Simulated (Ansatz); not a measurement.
# OH on Ti(0001): change of the work function, part 4 of 5

Aim: the work function of Ti(0001) at several coverages of OH (hcp site), and the dipole that each adsorbate carries.

Ansatz 0.2.0; plane-wave DFT, PBE, Ansatz PAW.

So far, work function, upper face (eV): step 2 (the clean slab) 4.37; step 3 (38 atoms, coverage 0.111 ML, cell 3x3) 3.74; step 4 (18 atoms, coverage 0.25 ML, cell 2x2) 3.03; step 5 (20 atoms, coverage 0.5 ML, cell 2x2) 2.24.

**6. Adsorbate added, k-mesh 12×12×1, coverage 1 ML**

System of this step: OH/Ti(0001). The cell holds 6 atoms: 4 Ti, 1 O and 1 H. Cell: a = 2.950 Å, b = 2.950 Å, c = 27.387 Å, α = 90.0°, β = 90.0°, γ = 60.0°. Vacuum lies along c.

Another coverage, to see how the dipoles act on each other as their distance changes.

input.yaml

```yaml
crystal:
  lattice:
    - [2.95, 0.0, 0.0]
    - [1.475, 2.5547749412, 0.0]
    - [0.0, 0.0, 27.3867978225]
  atoms:
    - { symbol: Ti, position: [0.6666666667, 0.6666666667, 0.3286254953] }
    - { symbol: Ti, position: [0.0, 0.0, 0.4141521061] }
    - { symbol: Ti, position: [0.6666666667, 0.6666666667, 0.5021618095] }
    - { symbol: Ti, position: [0.0, 0.0, 0.5813486826] }
    - { symbol: O, position: [0.6666666667, 0.6666666667, 0.6355908396] }
    - { symbol: H, position: [0.6666666667, 0.6666666667, 0.6713745047] }
kpoints:
  mp_grid: { grid: [12, 12, 1] }
hamiltonian:
  xc: pbe
scf:
  occupations: { method: fermi_dirac, width: 0.1 }
  convergence: { dr2_threshold: 1.0e-08 }
efield:
  axis: 3
  dipole_correction: true
  ramp_position: 0.97
  ramp_width: 0.06
relax:
  f_tol: 0.02
  max_steps: 60
  constraints: [{ sites: [0, 1] }]
output:
  bader: true
  write_potential: true
  write_density: true
  volumetric_format: npy
```

Command:

```
ansatz run input.yaml --threads 4 --pin off --max-ram 12288MiB --backend cpu --events-out ev --progress --plain --runs-dir out
```

Numbers of over 12 decimals in the logs are rounded to 6 here.

What it wrote:

```text
[...]
Crystal: 6 atoms, lattice volume = 206.403 Å³
Basis set: ecut = 420 eV, 3943 PW (Γ), exchange–correlation on 40×40×384 points (8 copies of the dense FFT grid, shifted against one another)
Bands: 34, of which v1, the nominal top of the filled ones, is band 28 counted from 1 (27 counted from 0)
Symmetry: 6 space group operations
[...]
1     Ti      0.0477     0.0000     0.0406
     2     Ti      0.0702     0.0000     0.0245
     3     Ti      0.7839     0.0001     0.7664
     4      O     -1.2643     0.0014    -1.2643
     5      H      0.4890     0.0013     0.4890
  maxima off the nuclei: 1, with 0.0703 electrons
[...]
charge, to which what the maxima have on the atom's side is counted
  estimated error of the sums over rays = 5.6e-4 e
[key lines of the parts left out:]
SCF converged after 8 iterations
Free energy (F): -10582.348702 eV
Fermi energy:    3.102573 eV
Dipole field:    D = 0.089623 V/Å  (p = 0.102229 e·Å, saw-weighted, corrected)
Work function:   Φ+ = 1.9490 eV   Φ− = 4.4035 eV
```

It took 26 s on 4 threads of Arm Neoverse V2, shared host; peak memory 0.52 GiB.

The steps of the relaxation:

```tsv
step	energy less that of the first step (eV)	largest force component (eV/Å)
1	0.0000	2.7122
2	-0.2601	0.3081
3	-0.2684	0.1234
4	-0.2693	0.2069
5	-0.2697	0.0132
```

Forces are held to the 6 operations that the run works with; a distortion that breaks them can't arise in this run.

The atoms that moved most (Å):

```tsv
atom	dx	dy	dz	length
H6	0.000	0.000	-0.128	0.128
O5	0.000	0.000	-0.125	0.125
Ti4	0.000	0.000	0.083	0.083
Ti3	0.000	0.000	-0.031	0.031
```

The relaxed structure:

```cif
data_structure
_symmetry_space_group_name_H-M 'P 1'
_symmetry_Int_Tables_number 1
_cell_length_a 2.9500
_cell_length_b 2.9500
_cell_length_c 27.3868
_cell_angle_alpha 90.000
_cell_angle_beta 90.000
_cell_angle_gamma 60.000
_cell_volume 206.40
loop_
_atom_site_label
_atom_site_type_symbol
_atom_site_fract_x
_atom_site_fract_y
_atom_site_fract_z
_atom_site_occupancy
Ti1 Ti 0.66667 0.66667 0.32863 1
Ti2 Ti 0.00000 0.00000 0.41415 1
Ti3 Ti 0.66667 0.66667 0.50103 1
Ti4 Ti 0.00000 0.00000 0.58437 1
O5 O 0.66667 0.66667 0.63103 1
H6 H 0.66667 0.66667 0.66671 1
```

Running mean over 2.342 Å of the planar mean; the ramp of the sawtooth is left out. Table of electron's electrostatic potential energy less the Fermi level by z:

z (Å), electron's electrostatic potential energy less the Fermi level (eV) and a bar from the least value:
```
      3.5       4.40 ##############################
      4.0       4.40 ##############################
      4.5       4.40 ##############################
      5.0       4.38 ##############################
      5.5       4.34 ##############################
      6.0       4.22 ##############################
      6.5       3.87 #############################
      7.0       2.89 ###########################
      7.5       0.37 #####################
      8.0      -3.14 #############
      8.5      -5.86 #######
      9.0      -6.74 #####
      9.5      -6.71 #####
     10.0      -6.59 #####
     10.5      -6.57 #####
     11.0      -6.59 #####
     11.5      -6.59 #####
     12.0      -6.51 ######
     12.5      -6.45 ######
     13.0      -6.49 ######
     13.5      -6.58 #####
     14.0      -6.65 #####
     14.5      -6.86 #####
     15.0      -7.01 ####
     15.5      -7.16 ####
     16.0      -8.16 ##
     16.5      -9.00 
     17.0      -7.37 ####
     17.5      -4.92 #########
     18.0      -2.84 ##############
     18.5      -1.02 ##################
     19.0       0.29 #####################
     19.5       0.97 ######################
     20.0       1.50 ########################
     20.5       1.71 ########################
     21.0       1.82 ########################
     21.5       1.88 ########################
     22.0       1.91 ########################
     22.5       1.93 ########################
     23.0       1.94 ########################
     23.5       1.94 ########################
     24.0       1.95 #########################
```

The relaxation took 5 steps and lowered the energy by 0.27 eV; the largest force on the free atoms ends at 0.013 eV/Å.

The covered face has 1.95 eV, -2.42 eV against the clean one; the bare back face has moved by -0.02 eV, a measure of how thin the slab is.

**7. Work function against coverage**

This step: plane-wave DFT, PBE, Ansatz PAW; work function against coverage (Ansatz 0.2.0).

The runs are now put side by side.

Numbers from this step:

| Property | Result |
| --- | --- |
| work function of the clean face | 4.373 eV |
| largest change of the work function | -2.424 eV |

Table of work function of the covered face by coverage:

```tsv
coverage (adsorbates/nm²)	work function of the covered face (eV)
0.00	4.37
1.47	3.74
3.32	3.03
6.63	2.24
13.27	1.95
```

The dipole per adsorbate comes from the change of the cell's dipole. Coverage, by row:

```tsv
coverage (1/nm²)	coverage (ML)	work function (eV)	change (eV)	dipole per adsorbate, positive end outwards (debye)	mean height of the added atoms over the highest substrate atom (Å)
1.474	0.1111	3.738	-0.6348	1.142	1.753
3.317	0.25	3.03	-1.343	1.075	1.733
6.634	0.5	2.239	-2.134	0.852	1.645
13.27	1	1.949	-2.424	0.481	1.766
```

**8. The slab at 0.25 ML, atoms frozen**

This step: plane-wave DFT, PBE, Ansatz PAW (Ansatz 0.2.0).

System of this step: OH/Ti(0001). The cell holds 18 atoms: 16 Ti, 1 O and 1 H. Its edges and angles: a = 5.900 Å, b = 5.900 Å, c = 27.387 Å, α = 90.0°, β = 90.0°, γ = 60.0°. Vacuum lies along c.

To see where the charge goes, the covered slab, the bare substrate and the adsorbate layer are each run at the same frozen positions and on the same grid.

input.yaml

```yaml
crystal:
  lattice:
    - [5.9, 0.0, 0.0]
    - [2.95, 5.1095498824, 0.0]
    - [0.0, 0.0, 27.3867978225]
  atoms:
    - { symbol: Ti, position: [0.3333333333, 0.3333333333, 0.3286254953] }
    - { symbol: Ti, position: [0.0, 0.0, 0.4141521061] }
    - { symbol: Ti, position: [0.3333333333, 0.3333333333, 0.5041085545] }
    - { symbol: Ti, position: [0.0, 0.0, 0.5746673598] }
    - { symbol: Ti, position: [0.3333333333, 0.8333333333, 0.3286254953] }
    - { symbol: Ti, position: [0.0, 0.5, 0.4141521061] }
    - { symbol: Ti, position: [0.343029579, 0.8284852105, 0.500897087] }
    - { symbol: Ti, position: [-0.0013669023, 0.5006834511, 0.5850532752] }
    - { symbol: Ti, position: [0.8333333333, 0.3333333333, 0.3286254953] }
    - { symbol: Ti, position: [0.5, 0.0, 0.4141521061] }
    - { symbol: Ti, position: [0.8284852105, 0.343029579, 0.500897087] }
    - { symbol: Ti, position: [0.5006834511, -0.0013669023, 0.5850532752] }
    - { symbol: Ti, position: [0.8333333333, 0.8333333333, 0.3286254953] }
    - { symbol: Ti, position: [0.5, 0.5, 0.4141521061] }
    - { symbol: Ti, position: [0.8284852105, 0.8284852105, 0.500897087] }
    - { symbol: Ti, position: [0.5006834511, 0.5006834511, 0.5850532752] }
    - { symbol: O, position: [0.3333333333, 0.3333333333, 0.6305574742] }
    - { symbol: H, position: [0.3333333333, 0.3333333333, 0.6660704289] }
kpoints:
  mp_grid: { grid: [6, 6, 1] }
hamiltonian:
  xc: pbe
scf:
  occupations: { method: fermi_dirac, width: 0.1 }
  convergence: { dr2_threshold: 1.0e-08 }
efield:
  axis: 3
  dipole_correction: true
  ramp_position: 0.97
  ramp_width: 0.06
output:
  write_potential: true
  write_density: true
  volumetric_format: npy
```

What it wrote:

```text
[...]
Crystal: 18 atoms, lattice volume = 825.612 Å³
Basis set: ecut = 420 eV, 16039 PW (Γ)
Bands: 120, of which v1, the nominal top of the filled ones, is band 100 counted from 1 (99 counted from 0)
Symmetry: 6 space group operations
[...]
k-points: 7 of 36 (time reversal used)
[...]
SCF iter   1: F=—  HF=-40573.219133 eV  |F-HF|=—  |Δ(HF+E_count)|=         —  Δρ=6.80e-3  dr2=3.45e0  ethr=1.77e-3  p=0.191 e·Å  D=4.19e-2 V/Å  ΔV_dip=-1.15 eV  dr2_dipole=1.11e0  V_vac-E_F(+/−)=2.94/4.09 eV  ⟨swp⟩=10.7  Hψ=4244  notcnv=0
[...]
SCF iter  11: F=-40573.176653 eV  HF=-40573.176653 eV  |F-HF|=3.86e-10  |Δ(HF+E_count)|=   3.77e-9  Δρ=3.08e-7  dr2=1.59e-9  ethr=5.03e-12  p=0.232 e·Å  D=5.09e-2 V/Å  ΔV_dip=-1.39 eV  dr2_dipole=4.36e-11  V_vac-E_F(+/−)=3.03/4.42 eV  ⟨swp⟩=2.0  Hψ=1571  notcnv=0
SCF 1 converged in 11 iterations: F = -40573.176653 eV  dr2 = 1.59e-9
[...]
SCF converged after 11 iterations
Free energy (F): -40573.176653 eV
[...]
Internal energy: -40572.191484 eV  (E = F + TS)
E sigma→0 (E₀):  -40572.684068 eV
Entropy (-TS):   -0.985169 eV (-54.732 meV/atom)
Fermi energy:    2.306426 eV
Dipole field:    D = 0.050871 V/Å  (p = 0.232107 e·Å, saw-weighted, corrected)
Work function:   Φ+ = 3.0297 eV   Φ− = 4.4229 eV
[...]
--- Band table (eV; the first three rows and the last of 7) ---
  k-point 0: bands = [... 96 lower, 2.4490, 2.5461, 2.7279, 2.7928, 2.7928, 2.7975, 2.8895, 2.8895, ... 16 higher]
  k-point 1: bands = [... 96 lower, 2.4351, 2.4790, 2.5427, 2.6276, 2.6858, 2.6938, 2.8064, 2.8356, ... 16 higher]
  k-point 2: bands = [... 96 lower, 2.2382, 2.2811, 2.3242, 2.3432, 2.3889, 2.4850, 2.5048, 2.5161, ... 16 higher]
  k-point 6: bands = [... 96 lower, 1.8843, 1.9531, 1.9551, 1.9888, 2.0126, 2.1826, 2.2431, 2.3289, ... 16 higher]
```

It took 28 s on 4 threads; peak memory 2.3 GiB; 1.9 min of CPU time.

The column dr2 measures how far the density is from self-consistency, as an energy; F and HF (Harris–Foulkes) agree once it is small.

This step gave:

```yaml
energy_at_zero_smearing: -40572.6841 eV
work_function_upper_face: 3.030 eV
work_function_lower_face: 4.423 eV
dipole_along_the_normal: 0.2321 e·Å
step_between_the_vacuum_levels: -1.393 eV
```

The work function of the upper face is 3.03 eV.

**9. The substrate of the 0.25 ML cell alone**

System of this step: OH/Ti(0001), substrate alone, atoms held. The cell holds 16 atoms: 16 Ti. Cell: a = 5.900 Å, b = 5.900 Å, c = 27.387 Å, α = 90.0°, β = 90.0°, γ = 60.0°. Vacuum lies along c.

The second part, atoms unmoved.

Edit input.yaml of step 8 so:

```diff
@@ -22,4 +22,2 @@
     - { symbol: Ti, position: [0.5006834511, 0.5006834511, 0.5850532752] }
-    - { symbol: O, position: [0.3333333333, 0.3333333333, 0.6305574742] }
-    - { symbol: H, position: [0.3333333333, 0.3333333333, 0.6660704289] }
 kpoints:
```

What it wrote:

```text
[...]
Crystal: 16 atoms, lattice volume = 825.612 Å³
Basis set: ecut = 420 eV, 16039 PW (Γ)
Bands: 116, of which v1, the nominal top of the filled ones, is band 96 counted from 1 (95 counted from 0)
Symmetry: 6 space group operations
[...]
k-points: 7 of 36 (time reversal used)
[...]
SCF iter   1: F=—  HF=-39987.423900 eV  |F-HF|=—  |Δ(HF+E_count)|=         —  Δρ=5.86e-3  dr2=2.64e0  ethr=1.77e-3  p=0.017 e·Å  D=3.69e-3 V/Å  ΔV_dip=-0.10 eV  dr2_dipole=6.87e-1  V_vac-E_F(+/−)=4.00/4.10 eV  ⟨swp⟩=9.3  Hψ=3873  notcnv=0
[...]
SCF iter  10: F=-39987.392562 eV  HF=-39987.392562 eV  |F-HF|=1.24e-9  |Δ(HF+E_count)|=   7.85e-8  Δρ=4.98e-7  dr2=2.60e-9  ethr=5.21e-12  p=0.018 e·Å  D=3.89e-3 V/Å  ΔV_dip=-0.11 eV  dr2_dipole=1.74e-10  V_vac-E_F(+/−)=4.32/4.42 eV  ⟨swp⟩=15.0  Hψ=1938  notcnv=0
SCF 1 converged in 10 iterations: F = -39987.392562 eV  dr2 = 2.60e-9
[...]
SCF converged after 10 iterations
Free energy (F): -39987.392562 eV
[...]
Internal energy: -39986.356518 eV  (E = F + TS)
E sigma→0 (E₀):  -39986.874540 eV
Entropy (-TS):   -1.036044 eV (-64.753 meV/atom)
Fermi energy:    1.737005 eV
Dipole field:    D = 0.003878 V/Å  (p = 0.017693 e·Å, saw-weighted, corrected)
Work function:   Φ+ = 4.3156 eV   Φ− = 4.4218 eV
[...]
--- Band table (eV; the first three rows and the last of 7) ---
  k-point 0: bands = [... 92 lower, 1.8484, 1.8484, 2.1310, 2.1844, 2.2290, 2.2290, 2.2791, 2.3463, ... 16 higher]
  k-point 1: bands = [... 92 lower, 1.8232, 1.8441, 1.9684, 2.0277, 2.0807, 2.0905, 2.1377, 2.2844, ... 16 higher]
  k-point 2: bands = [... 92 lower, 1.6208, 1.6721, 1.7320, 1.7617, 1.7805, 1.8286, 1.9116, 1.9762, ... 16 higher]
  k-point 6: bands = [... 92 lower, 1.3427, 1.3721, 1.3959, 1.4210, 1.4322, 1.4693, 1.6762, 1.6887, ... 16 higher]
```

Wall time 25 s (4 threads); peak memory 2.2 GiB.

Numbers from this step:

```
energy at zero smearing        : -39986.8745 eV
work function, upper face      : 4.316 eV
work function, lower face      : 4.422 eV
dipole along the normal        : 0.01769 e·Å
step between the vacuum levels : -0.1062 eV
```

The work function of the upper face is 4.32 eV.

**10. The adsorbate layer of the 0.25 ML cell alone**

System of this step: OH/Ti(0001), adsorbate layer alone, atoms held. The cell holds 2 atoms: 1 O and 1 H. Cell: a = 5.900 Å, b = 5.900 Å, c = 27.387 Å, α = 90.0°, β = 90.0°, γ = 60.0°. Vacuum lies along c.

The third part; a free layer of atoms may carry a moment, so spin is on.

input.yaml, the sections that differ from step 9:

```yaml
crystal:
  lattice:
    - [5.9, 0.0, 0.0]
    - [2.95, 5.1095498824, 0.0]
    - [0.0, 0.0, 27.3867978225]
  atoms:
    - { symbol: O, position: [0.3333333333, 0.3333333333, 0.6305574742], spin: 1.0 }
    - { symbol: H, position: [0.3333333333, 0.3333333333, 0.6660704289] }
magnetization:
  spin_polarized: true
# kpoints, hamiltonian, scf, efield, output: as in step 9
```

What it wrote:

```text
[...]
Crystal: 2 atoms, lattice volume = 825.612 Å³
Basis set: ecut = 420 eV, 16039 PW (Γ)
Bands: 8, of which v1, the nominal top of the filled ones, is band 4 counted from 1 (3 counted from 0)
Symmetry: 12 space group operations
k-points: 7 of 36
[...]
Starting moments: Σ|m| = 1 μB on 1 of 2 sites
[...]
SCF iter   1: F=—  HF=-580.555985 eV  |F-HF|=—  |Δ(HF+E_count)|=         —  Δρ=8.91e-3 (↑7.87e-3 ↓8.91e-3)  dr2=1.65e0  dr2_m=1.41e-1  M=1.000 μB ∫|m|=1.033 μB  β_m=1.00  ethr=3.10e-3  p=0.000 e·Å  D=1.75e-7 V/Å  ΔV_dip=-0.00 eV  dr2_dipole=2.17e-2  V_vac-E_F(+/−)=9.71/9.71 eV  ⟨swp⟩=6.1  Hψ=946  notcnv=0
[...]
SCF iter   8: F=—  HF=-580.098905 eV  |F-HF|=—  |Δ(HF+E_count)|=   5.96e-4  Δρ=1.46e-5 (↑1.14e-5 ↓1.46e-5)  dr2=3.80e-7  dr2_m=1.18e-6  M=1.000 μB ∫|m|=1.026 μB  β_m=1.20  ethr=3.17e-7  p=0.309 e·Å  D=6.78e-2 V/Å  ΔV_dip=-1.86 eV  dr2_dipole=1.25e-10  V_vac-E_F(+/−)=6.15/8.00 eV  ⟨swp⟩=2.2  Hψ=180  notcnv=0
[...]
spin-set hold released at iteration 8 (settled: charge residual and site-moment steps within their bounds): the magnetisation degrees of freedom join the quasi-Newton model from the next iteration; the mixer history was flushed
SCF iter   9: F=—  HF=-580.099218 eV  |F-HF|=—  |Δ(HF+E_count)|=   3.13e-4  Δρ=5.74e-6 (↑3.36e-6 ↓5.74e-6)  dr2=8.12e-8  dr2_m=1.23e-7  M=1.000 μB ∫|m|=1.025 μB  β_m=1.20  ethr=5.44e-9  p=0.309 e·Å  D=6.78e-2 V/Å  ΔV_dip=-1.86 eV  dr2_dipole=6.73e-12  V_vac-E_F(+/−)=6.15/8.00 eV  ⟨swp⟩=3.1  Hψ=186  notcnv=0  κ⁻¹=1.0e0(r=1)
density mixer auto → broyden: no gap read (density of states about μ 1.54 of a free-electron gas's, 16 screened modes)
SCF iter  10: F=—  HF=-580.099416 eV  |F-HF|=—  |Δ(HF+E_count)|=   1.98e-4  Δρ=3.13e-6 (↑2.82e-6 ↓3.13e-6)  dr2=3.56e-8  dr2_m=4.49e-8  M=1.000 μB ∫|m|=1.025 μB  β_m=1.20  ethr=1.16e-9  p=0.309 e·Å  D=6.78e-2 V/Å  ΔV_dip=-1.86 eV  dr2_dipole=2.01e-12  V_vac-E_F(+/−)=6.15/8.00 eV  ⟨swp⟩=3.5  Hψ=223  notcnv=0  κ⁻¹=3.5e-2(r=2)
[...]
SCF iter  14: F=-580.099544 eV  HF=-580.099544 eV  |F-HF|=6.58e-9  |Δ(HF+E_count)|=   5.19e-8  Δρ=7.50e-8 (↑5.54e-8 ↓7.50e-8)  dr2=3.25e-11  dr2_m=2.04e-12  M=1.000 μB ∫|m|=1.025 μB  ethr=2.34e-12  p=0.309 e·Å  D=6.78e-2 V/Å  ΔV_dip=-1.86 eV  dr2_dipole=3.44e-13  V_vac-E_F(+/−)=6.14/8.00 eV  ⟨swp⟩=5.0  Hψ=468  notcnv=0
SCF 1 converged in 14 iterations: F = -580.099544 eV  dr2 = 3.25e-11
[...]
this state was not tested for a lower state beside it, because the mixer in use, unlike msr1, does not test its closes by its own steps (another_mixer; see scf.mixing.algorithm and scf.lower_state_search)
SCF converged after 14 iterations
Magnetization: 1.0000 μB (4.0000 up, 3.0000 down)
Absolute magnetization: 1.0247 μB (∫|ρ↑−ρ↓|, with the PAW one-centre terms)
[...]
Per-site moments (μB) at R_I (Å): [(0.321393, 0.401192), (-0.00406354, 0.401192)]
Free energy (F): -580.099544 eV
[...]
Internal energy: -579.961102 eV  (E = F + TS)
E sigma→0 (E₀):  -580.030323 eV
Entropy (-TS):   -0.138442 eV (-69.221 meV/atom)
Fermi energy:    -7.211507 eV
Dipole field:    D = 0.067768 V/Å  (p = 0.309201 e·Å, saw-weighted, corrected)
Work function:   Φ+ = 6.1433 eV   Φ− = 7.9992 eV
[...]
--- Band table (eV; the first three rows and the last of 14) ---
[...]
```

It took 4.3 s on 4 threads; peak memory 0.85 GiB.

This step gave:

* energy at zero smearing: -580.0303 eV
* total moment: 1.0000 μB
* site moments: 0.3214, -0.004064 μB
* work function, upper face: 6.143 eV
* work function, lower face: 7.999 eV
* dipole along the normal: 0.3092 e·Å
* step between the vacuum levels: -1.856 eV

Site moment by atom:

```tsv
atom	site moment (μB)
O1	0.321
H2	-0.004
```

The free layer carries a moment of 1.0 μB a cell.

**11. Where the charge went at 0.25 ML**

This step: plane-wave DFT, PBE, Ansatz PAW; density difference on adsorption (Ansatz 0.2.0).

The densities of the parts are taken from that of the whole and averaged over planes; the first moment of what is left gives the step in the potential.

This step gave:

- largest charge moved: -0.004540 e/Å²
- potential step from the moved charge: 0.5701 eV

The electron density difference oscillates, so the rows of the table below give means over windows of 1 Å about each position, cut where the curve ends. Its maxima inside the range that stand out by 2 % of the span (Å: e/Å³): 13.7: 6.1e-4, 15.3: 0.00128, 17.3: 0.0115. Its minima: 12.8: -2.9e-4, 14.1: -7.2e-4, 16.4: -0.00831, 18.3: -0.00192.

Planar mean, whole system less its parts. The electron density difference by z; means over each step:

```tsv
z (Å)	electron density difference (e/Å³)
5	1.9e-7
6	2.1e-6
7	9.1e-6
8	-2.6e-5
9	1.2e-5
10	3.0e-5
11	1.2e-5
12	2.3e-5
13	-2.3e-4
14	-5.3e-5
15	8.8e-4
16	-0.00414
17	0.00377
18	-2.0e-4
19	-2.6e-4
20	1.2e-4
21	3.5e-5
22	6.6e-6
23	1.1e-6
```

Planar mean, whole system less its parts. The electrons moved below z by z:

z (Å), electrons moved below z (e/Å²) and a bar from the least value:
```
        5    0.00000 ########################
        6    0.00000 ########################
        7    0.00001 #########################
        8    0.00001 #########################
        9    0.00002 #########################
       10   -0.00003 ########################
       11    0.00006 #########################
       12    0.00011 #########################
       13   -0.00009 ########################
       14   -0.00004 ########################
       15    0.00019 ##########################
       16   -0.00043 ######################
       17   -0.00366 
       18    0.00082 ##############################
       19   -0.00021 #######################
       20   -0.00008 ########################
       21   -0.00002 ########################
       22    0.00000 ########################
       23    0.00000 ########################
```

(Continued in part 5 of 5.)

[Logs are printed without paths, hosts, clocks, repeated set-up lines and the standing remarks that a program may print on its own settings, such as how far it seeks lower states.]

[Hosts, paths, dates, database ids (printed as entryN), source tags and the programs' standing remarks are cut or masked in the printed files.]

[Maps of the electrostatic potential energy from Ansatz leave out the sawtooth potential of an applied field or a dipole correction, so their vacuum need not be flat; planar profiles and work functions include it.]
